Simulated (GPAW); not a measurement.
# SnTe (Fm-3m) in GPAW: further runs

One crystal, SnTe, is run at these levels: PBE, HSE06; tasks: single point.

Everything below comes from runs of GPAW 26.7.0. Logs are shortened: lines on timing, memory, paths and dates and some standing lists are left out, and cuts for length are marked. The log counts tension as positive stress, the text compression.

### Step 1. Starting point

Symmetry: Fm-3m, No. 225, cubic system. The conventional cell has a = 6.302 Å, b = 6.302 Å, c = 6.302 Å, α = 90.00°, β = 90.00°, γ = 90.00°. Te (site symmetry m-3m) has 6 Sn at 3.15 Å as nearest neighbours. Around Sn (site symmetry m-3m) lie 6 Te at 3.15 Å.

### Step 2. Single point, PBE

Input file run.py:

```python
from ase.dft.bandgap import bandgap
from ase.io import read, write
from ase.units import GPa
from gpaw import GPAW, PW

atoms = read('SnTe.cif')

calc = GPAW(mode=PW(600),
            xc='PBE',
            kpts={'size': (12, 12, 12), 'gamma': True},
            occupations={'name': 'fermi-dirac', 'width': 0.05},
            nbands=19,
            convergence={'density': 1e-05, 'energy': 1e-05},
            maxiter=75,
            txt='gpaw.txt')
atoms.calc = calc
energy = atoms.get_potential_energy()
forces = atoms.get_forces()
stress = atoms.get_stress()
calc.write('gs.gpw')
write('result.traj', atoms)
print(f'Energy: {energy:.6f} eV')
print('Forces (eV/A):')
print(forces.round(4))
print('Stress (GPa):', (stress / GPa).round(3))
print('Fermi level:', round(calc.get_fermi_level(), 4), 'eV')
print(f'Gap: {bandgap(calc)[0]:.4f} eV, direct: {bandgap(calc, direct=True)[0]:.4f} eV')
```

Input file SnTe.cif:

```cif
data_SnTe
_cell_length_a 4.45597480
_cell_length_b 4.45597480
_cell_length_c 4.45597480
_cell_angle_alpha 60.00000000
_cell_angle_beta 60.00000000
_cell_angle_gamma 60.00000000
_space_group_name_H-M_alt 'P1'
_space_group_name_Hall 'P 1'
_space_group_IT_number 1
loop_
_space_group_symop_operation_xyz
'x,y,z'
loop_
_atom_site_label
_atom_site_type_symbol
_atom_site_symmetry_multiplicity
_atom_site_Wyckoff_symbol
_atom_site_fract_x
_atom_site_fract_y
_atom_site_fract_z
_atom_site_occupancy
Te1 Te 1 a 0.5000000000 0.5000000000 0.5000000000 1
Sn1 Sn 1 a 0.0000000000 0.0000000000 0.0000000000 1
```

Potentials or basis: GPAW PAW data sets (gpaw-data 1.2.1), pw.

Launch:

```
$ OMP_NUM_THREADS=1 python run.py
```

gpaw.txt:

```text
__  _  _
 | _ |_)|_||  |
 |__||  | ||/\| - 26.7.0

Input parameters:
  mode=PW(ecut=600.0),
  convergence={'density': 1e-05, 'energy': 1e-05},
  kpts=MonkhorstPack(size=(12, 12, 12), gamma=True),
  maxiter=75,
  nbands=19,
  occupations=Occupations(name='fermi-dirac', width=0.05),
  xc=XC(name='PBE')

Diagonalizing LCAO Hamiltonian
Converting LCAO to pw mode

                    Te

       Sn

Atoms  # Å, Bohr magnetons
|   | symbol |        x |        y |        z |    initial magnetic moments |
|---|--------|----------|----------|----------|-----------------------------|
| 0 |     Te | 4.455975 | 2.572658 | 1.819144 | ( 0.0000,  0.0000,  0.0000) |
| 1 |     Sn | 0.000000 | 0.000000 | 0.000000 | ( 0.0000,  0.0000,  0.0000) |

Unit cell  # Å
| periodic |        x |        y |        z |  lengths |    angles |
|----------|----------|----------|----------|----------|-----------|
|      yes | 4.455975 | 0.000000 | 0.000000 | 4.455975 | 60.000000 |
|      yes | 2.227987 | 3.858987 | 0.000000 | 4.455975 | 60.000000 |
|      yes | 2.227987 | 1.286329 | 3.638288 | 4.455975 | 60.000000 |

Number of symmetries: 48
Symmetry operations  # r_c * U_cc + t_c -> r_c
|    | kind |            matrix            |
|----|------|------------------------------|
|  0 |  σ   |  1, 0, 0,  1, 0,-1,  1,-1, 0 |
|  1 |  C2  |  1, 0, 0,  1,-1, 0,  1, 0,-1 |
|  2 |  E   |  1, 0, 0,  0, 1, 0,  0, 0, 1 |
|  3 |  σ   |  1, 0, 0,  0, 0, 1,  0, 1, 0 |
|  4 |  C4  |  1, 0,-1,  1, 0, 0,  1,-1, 0 |
|  5 |  S6  |  1, 0,-1,  1,-1, 0,  1, 0, 0 |
|  6 |  σ   |  1, 0,-1,  0, 1,-1,  0, 0,-1 |
|  7 |  C3  |  1, 0,-1,  0, 0,-1,  0, 1,-1 |
|  8 |  S6  |  1,-1, 0,  1, 0, 0,  1, 0,-1 |
|  9 |  C4  |  1,-1, 0,  1, 0,-1,  1, 0, 0 |
| 10 |  C3  |  1,-1, 0,  0,-1, 1,  0,-1, 0 |
| 11 |  σ   |  1,-1, 0,  0,-1, 0,  0,-1, 1 |
| 12 |  σ   |  0, 1, 0,  1, 0, 0,  0, 0, 1 |
| 13 |  C4  |  0, 1, 0,  0, 1,-1, -1, 1, 0 |
| 14 |  C3  |  0, 1, 0,  0, 0, 1,  1, 0, 0 |
| 15 |  S6  |  0, 1, 0, -1, 1, 0,  0, 1,-1 |
| 16 |  C2  |  0, 1,-1,  1, 0,-1,  0, 0,-1 |
| 17 |  σ   |  0, 1,-1,  0, 1, 0, -1, 1, 0 |
| 18 |  S4  |  0, 1,-1,  0, 0,-1,  1, 0,-1 |
| 19 |  C4  |  0, 1,-1, -1, 1, 0,  0, 1, 0 |
| 20 |  C3  |  0, 0, 1,  1, 0, 0,  0, 1, 0 |
| 21 |  σ   |  0, 0, 1,  0, 1, 0,  1, 0, 0 |
| 22 |  S6  |  0, 0, 1,  0,-1, 1, -1, 0, 1 |
| 23 |  C4  |  0, 0, 1, -1, 0, 1,  0,-1, 1 |
| 24 |  S4  |  0, 0,-1,  1, 0,-1,  0, 1,-1 |
| 25 |  C3  |  0, 0,-1,  0, 1,-1,  1, 0,-1 |
| 26 |  C2  |  0, 0,-1,  0,-1, 0, -1, 0, 0 |
| 27 |  S6  |  0, 0,-1, -1, 0, 0,  0,-1, 0 |
| 28 |  S4  |  0,-1, 1,  1,-1, 0,  0,-1, 0 |
| 29 |  C4  |  0,-1, 1,  0, 0, 1, -1, 0, 1 |
| 30 |  C2  |  0,-1, 1,  0,-1, 0,  1,-1, 0 |
| 31 |  σ   |  0,-1, 1, -1, 0, 1,  0, 0, 1 |
| 32 |  C3  |  0,-1, 0,  1,-1, 0,  0,-1, 1 |
| 33 |  S6  |  0,-1, 0,  0, 0,-1, -1, 0, 0 |
| 34 |  S4  |  0,-1, 0,  0,-1, 1,  1,-1, 0 |
| 35 |  C2  |  0,-1, 0, -1, 0, 0,  0, 0,-1 |
| 36 |  C2  | -1, 1, 0,  0, 1, 0,  0, 1,-1 |
| 37 |  S6  | -1, 1, 0,  0, 1,-1,  0, 1, 0 |
| 38 |  S4  | -1, 1, 0, -1, 0, 1, -1, 0, 0 |
| 39 |  C3  | -1, 1, 0, -1, 0, 0, -1, 0, 1 |
| 40 |  S6  | -1, 0, 1,  0, 0, 1,  0,-1, 1 |
| 41 |  C2  | -1, 0, 1,  0,-1, 1,  0, 0, 1 |
| 42 |  C3  | -1, 0, 1, -1, 1, 0, -1, 0, 0 |
| 43 |  S4  | -1, 0, 1, -1, 0, 0, -1, 1, 0 |
| 44 |  C2  | -1, 0, 0,  0, 0,-1,  0,-1, 0 |
| 45 |  i   | -1, 0, 0,  0,-1, 0,  0, 0,-1 |
| 46 |  σ   | -1, 0, 0, -1, 1, 0, -1, 0, 1 |
| 47 |  C2  | -1, 0, 0, -1, 0, 1, -1, 1, 0 |

BZ-sampling:
  Number of BZ points: 1728
  Number of IBZ points: 72

  Monkhorst-Pack size: [12, 12, 12]
  Monkhorst-Pack shift: [0.041666666666666664, 0.041666666666666664, 0.041666666666666664]

K-points  # in reciprocal-cell coordinates
|     |                                coordinates |     weight |
|-----|--------------------------------------------|------------|
|   0 | ( -0.00000000,  -0.00000000,  -0.00000000) | 0.00057870 |
|   1 | (  0.08333333,   0.08333333,  -0.00000000) | 0.00347222 |
|   2 | (  0.08333333,   0.08333333,   0.08333333) | 0.00462963 |
|   3 | (  0.16666667,   0.08333333,   0.08333333) | 0.00694444 |
|   4 | (  0.16666667,   0.16666667,  -0.00000000) | 0.00347222 |
|   5 | (  0.16666667,   0.16666667,   0.08333333) | 0.01388889 |
|   6 | (  0.16666667,   0.16666667,   0.16666667) | 0.00462963 |
|   7 | (  0.25000000,   0.16666667,   0.08333333) | 0.01388889 |
|   8 | (  0.25000000,   0.16666667,   0.16666667) | 0.01388889 |
|   9 | (  0.25000000,   0.25000000,  -0.00000000) | 0.00347222 |
| ... |                                            |            |
|  71 | (  0.50000000,   0.50000000,   0.50000000) | 0.00231481 |

Plane wave coefficients: 2120
Cutoff: 600.0 eV

Spin-components: 1 (collinear spins)
Bands:           19
Projectors:      11
Spin-degeneracy: 2
Datatype:        complex128

Parallelization:
  kpt:    1
  domain: 1
  band:   1

Density:
  Valence electrons: 20.0
  Components: 1
  Grid points: [27 27 27]
  Charge: 0.0  # |e|

Potential:
  Grid points: [27 27 27]

species:
  Te:
    name:    Tellurium
    Z:       52.0
    valence: 6
    core:    46
    charge:  0.0  # [|e|]
    compensation charges:
      type: gauss
      rc: 0.36  # [Å]
      lmax: 2
    cutoffs:
      filter: 2.09  # [Å]
      core: 3.17  # [Å]
    projectors
    | kind |    occ | energy [eV] | rcut [Å] |
    |------|--------|-------------|----------|
    |   5s |  2.000 |     -15.089 |    1.180 |
    |   5p |  4.000 |      -5.955 |    1.196 |
    |    s |        |      12.123 |    1.180 |
    |    p |        |      21.256 |    1.196 |
    |    d |        |       0.000 |    1.238 |

    Using partial waves for Te as LCAO basis

  Sn:
    name:    Tin
    Z:       50.0
    valence: 14
    core:    36
    charge:  0.0  # [|e|]
    compensation charges:
      type: gauss
      rc: 0.38  # [Å]
      lmax: 2
    cutoffs:
      filter: 2.23  # [Å]
      core: 2.35  # [Å]
    projectors
    | kind |    occ | energy [eV] | rcut [Å] |
    |------|--------|-------------|----------|
    |   5s |  2.000 |     -10.538 |    1.201 |
    |   5p |  2.000 |      -3.696 |    1.270 |
    |   4d | 10.000 |     -25.845 |    1.185 |
    |    s |        |      16.674 |    1.201 |
    |    p |        |      23.515 |    1.270 |
    |    d |        |       1.367 |    1.185 |

    Using partial waves for Sn as LCAO basis

Reference energy: -352801.376741  # eV

eigensolver:
  PPCG
  Converge bands: occupied
  niter=2

density mixing:
  MSR1-Mixer
  Pratt-step length: 0.05
  Maximum mixing coefficient: 0.75
  Old densities: 10
  SVD Regularization: 0.005
  Good broyden scale: 1.0
  Trust region scale: 1.0
  Backstep threshold: 4.0
  History deletion threshold: 6.0
  Fourier metric: weight=20.0, sigma=0.015

occupation numbers:
  Fermi-Dirac:
    width: 0.0500  # eV

poisson solver:
  ecut: 4800.0  # eV

xc functional:
  name: PBE with 2 nearest neighbor stencil

convergence criteria:
- Maximum integral of absolute [dens]ity change: 1e-05 electrons / valence electron
- Maximum [total energy] change in last 3 cyles: 1e-05 eV / valence electron
- Maximum integral of absolute [eigenst]ate change: 4e-08 eV^2 / valence electron
maximum number of iterations: 75

SCF iterations
|iter     | |      energy | eigst |  dens |
|---------|-|-------------|-------|-------|
|iter:   1| |   -7.845389 | -0.13 |       |
|iter:   2| |   -7.839578 | -2.31 | -1.47 |
|iter:   3| |   -7.811100 | -2.68 | -1.51 |
|iter:   4| |   -7.812608 | -3.99 | -2.10 |
|iter:   5| |   -7.812842 | -4.69 | -2.60 |
|iter:   6| |   -7.812851 | -6.11 | -3.28 |
|iter:   7| |   -7.812851c| -7.50c| -4.19 |
|iter:   8| |   -7.812851c| -7.60c| -4.75 |
|iter:   9| |   -7.812851c| -8.11c| -5.85c|

Converged in 9 steps
Energy contributions relative to reference atoms: (reference = -352801.376741)

Energy contributions:
  Kinetic:          14.655083
  Coulomb:         -14.710340
  Zero:              0.155813
  External:          0.000000
  Xc:               -7.913213
  Entropy:          -0.000390
  Spinorbit:         0.000000
  ----------------------------
  Free energy:      -7.813046
  Extrapolated:     -7.812851

dipole moment: (-30.233739, -17.455458, -12.342872)  # |e|*Ang

Fermi level: 6.518
Eigenvalues  # (at kpt = [-0.000, -0.000, -0.000])
| band index |      eig [eV] | occ [0-2] |
|------------|---------------|-----------|
|          0 |       -15.423 |     2.000 |
|        ... |               |           |
|          2 |       -15.416 |     2.000 |
|          3 |       -15.416 |     2.000 |
|          4 |       -15.416 |     2.000 |
|          5 |        -6.326 |     2.000 |
|          6 |         1.807 |     2.000 |
|          7 |         4.309 |     2.000 |
|          8 |         4.309 |     2.000 |
|          9 |         4.309 |     2.000 |
|         10 |         9.807 |     0.000 |
|         11 |         9.807 |     0.000 |
|         12 |         9.807 |     0.000 |
|         13 |        11.240 |     0.000 |
|         14 |        11.240 |     0.000 |
|         15 |        11.240 |     0.000 |
|         16 |        13.306 |     0.000 |
|         17 |        13.379 |     0.000 |
|         18 |        13.379 |     0.000 |

Gap: 0.106 eV
Transition (v -> c):
  (s=0, k=71, n=9, [0.50, 0.50, 0.50]) -> (s=0, k=71, n=10, [0.50, 0.50, 0.50])
No difference between direct/indirect transitions

Forces  # eV/Ang
|        x |        y |        z |
|----------|----------|----------|
| -0.00000 | -0.00000 | -0.00000 |  # Te   0
| -0.00000 |  0.00000 |  0.00000 |  # Sn   1

Stress tensor  # eV/Ang^3
|         x |         y |         z |
|-----------|-----------|-----------|
| -0.012617 |  0.000000 |  0.000000 |
|  0.000000 | -0.012617 |  0.000000 |
|  0.000000 |  0.000000 | -0.012617 |

# Writing to gs.gpw (mode='')
```

It took 20 s on 1 thread of AMD EPYC 9R45 (Zen 5), shared host; peak memory 0.23 GiB.

Results:

```yaml
Free_energy: -7.8130 eV
Pressure: 2.0 GPa
Band_gap_on_the_k_mesh: 0.11 eV, direct
```

Caveat: spin-orbit coupling is left out, which moves the levels of the heavy elements.

### Step 3. Single point, HSE06

Input file run.py:

```python
from ase import Atoms
from ase.dft.bandgap import bandgap
from ase.io import write
from gpaw import GPAW, PW

atoms = Atoms(['Te', 'Sn'],
              cell=[[0.0, 3.15085, 3.15085],
                    [3.15085, 0.0, 3.15085],
                    [3.15085, 3.15085, 0.0]],
              scaled_positions=[[0.5, 0.5, 0.5],
                                [0.0, 0.0, 0.0]],
              pbc=True)

calc = GPAW(mode=PW(450),
            xc='HSE06',
            kpts={'size': (4, 4, 4), 'gamma': True},
            occupations={'name': 'fermi-dirac', 'width': 0.05},
            nbands=15,
            convergence={'density': 1e-05, 'energy': 1e-05},
            maxiter=60,
            txt='gpaw.txt')
atoms.calc = calc
energy = atoms.get_potential_energy()
forces = atoms.get_forces()
calc.write('gs.gpw')
write('result.traj', atoms)
print(f'Energy: {energy:.6f} eV')
print('Forces (eV/A):')
print(forces.round(4))
print('Fermi level:', round(calc.get_fermi_level(), 4), 'eV')
print(f'Gap: {bandgap(calc)[0]:.4f} eV, direct: {bandgap(calc, direct=True)[0]:.4f} eV')
```

Potentials or basis: GPAW PAW data sets (gpaw-data 1.2.1), pw.

Launch:

```
$ OMP_NUM_THREADS=1 python run.py
```

gpaw.txt:

```text
__  _  _
 | _ |_)|_||  |
 |__||  | ||/\| - 26.7.0

Input parameters:
  mode=PW(ecut=450.00000000000006),
  convergence={'density': 1e-05, 'energy': 1e-05},
  kpts=MonkhorstPack(size=(4, 4, 4), gamma=True),
  maxiter=60,
  nbands=15,
  occupations=Occupations(name='fermi-dirac', width=0.05),
  xc=XC(name='HSE06')

Diagonalizing LCAO Hamiltonian
Converting LCAO to pw mode

                 Te

       Sn

Atoms  # Å, Bohr magnetons
|   | symbol |        x |        y |        z |    initial magnetic moments |
|---|--------|----------|----------|----------|-----------------------------|
| 0 |     Te | 3.150850 | 3.150850 | 3.150850 | ( 0.0000,  0.0000,  0.0000) |
| 1 |     Sn | 0.000000 | 0.000000 | 0.000000 | ( 0.0000,  0.0000,  0.0000) |

Unit cell  # Å
| periodic |        x |        y |        z |  lengths |    angles |
|----------|----------|----------|----------|----------|-----------|
[... 209 lines left out ...]

Energy contributions:
  Kinetic:           9.305987
  Coulomb:          -8.823884
  Zero:             -0.392413
  External:          0.000000
  Xc:             2233.101847
  Entropy:          -0.007500
  Spinorbit:         0.000000
  Hybrid_Xc_Cc:     -2183.129769
  Hybrid_Xc_Vc:       -50.237576
  Hybrid_Xc_Vv:       -44.302626
  ----------------------------
  Free energy:     -44.485935
  Extrapolated:    -44.482185

dipole moment: (-21.223577, -21.223577, -21.223577)  # |e|*Ang

Fermi level: 6.568
Eigenvalues  # (at kpt = [0.000, 0.000, 0.000])
| band index |      eig [eV] | occ [0-2] |
|------------|---------------|-----------|
|          0 |       -17.858 |     2.000 |
|        ... |               |           |
|          2 |       -17.842 |     2.000 |
|          3 |       -17.842 |     2.000 |
|          4 |       -17.842 |     2.000 |
|          5 |        -7.863 |     2.000 |
|          6 |         1.349 |     2.000 |
|          7 |         3.875 |     2.000 |
|          8 |         3.875 |     2.000 |
|          9 |         3.875 |     2.000 |
|         10 |        10.253 |     0.000 |
|         11 |        10.253 |     0.000 |
|         12 |        10.253 |     0.000 |
|         13 |        11.633 |     0.000 |
|         14 |        11.633 |     0.000 |

Gap: 0.094 eV
Transition (v -> c):
  (s=0, k=7, n=9, [0.50, 0.50, 0.50]) -> (s=0, k=7, n=10, [0.50, 0.50, 0.50])
No difference between direct/indirect transitions

Forces  # eV/Ang
|        x |        y |        z |
|----------|----------|----------|
| -0.00000 | -0.00000 | -0.00000 |  # Te   0
| -0.00000 | -0.00000 | -0.00000 |  # Sn   1

# Writing to gs.gpw (mode='')
```

stdout:

```text
Energy: -44.482185 eV
Forces (eV/A):
[[-0. -0. -0.]
 [-0. -0. -0.]]
Fermi level: 6.5681 eV
Gap: 0.0937 eV, direct: 0.0937 eV
```

Run time: 26 min. Hardware: 1 thread of AMD EPYC 9R45 (Zen 5), shared host; peak memory 0.53 GiB.

What came out:

| Quantity | Value |
| --- | --- |
| Free energy | -44.4859 eV |
| Band gap on the k mesh | 0.09 eV, direct |

Caveat: the k mesh is coarse (spacing up to 0.43 Å⁻¹), so the values aren't converged, least of all with exact exchange; exact exchange converges slowly with the k mesh, and this mesh is small; the PAW data sets were made with another functional, which shifts forces and pressure a little; spin-orbit coupling is left out, which moves the levels of the heavy elements.
